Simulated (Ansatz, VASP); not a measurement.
SiO2 in VASP and in Ansatz

```
Si O
1.0
     4.32532    0.00000    0.00000
     0.00000    4.32532    0.00000
     0.00000    0.00000    2.77030
Si O
2 4
Direct
  0.50000 0.50000 0.50000
  0.00000 0.00000 0.00000
  0.69443 0.69443 0.00000
  0.19443 0.80557 0.50000
  0.30557 0.30557 0.00000
  0.80557 0.19443 0.50000
```

Alike in both runs: task single point; functional LDA; k mesh 6 × 6 × 10; occupations gaussian, width 0.05 eV; no spin polarisation.

```csv
,VASP,Ansatz
version,VASP 6.6.1,Ansatz 0.2.0
potentials or method,"VASP PAW LDA potentials, release 64 (Si, O)","scalar-relativistic, plane waves, PAW"
plane-wave cutoff (eV),520,520
valence electrons in the cell,32,32
```

|  | VASP | Ansatz | Ansatz less VASP |
| --- | --- | --- | --- |
| gap on the k mesh at the Fermi level (eV) | 3.75 | 3.76 | +0.003 |
| least direct gap on the mesh (eV) | 3.75 | 3.76 | +0.003 |
| rms of the force components (eV/Å) | 0.307 | 0.321 | +0.0141 |

Atom by atom the forces differ by 0.014 eV/Å (rms over components). Ansatz warned: «pseudo_functional_mismatch».

 A k mesh can miss the band edges.
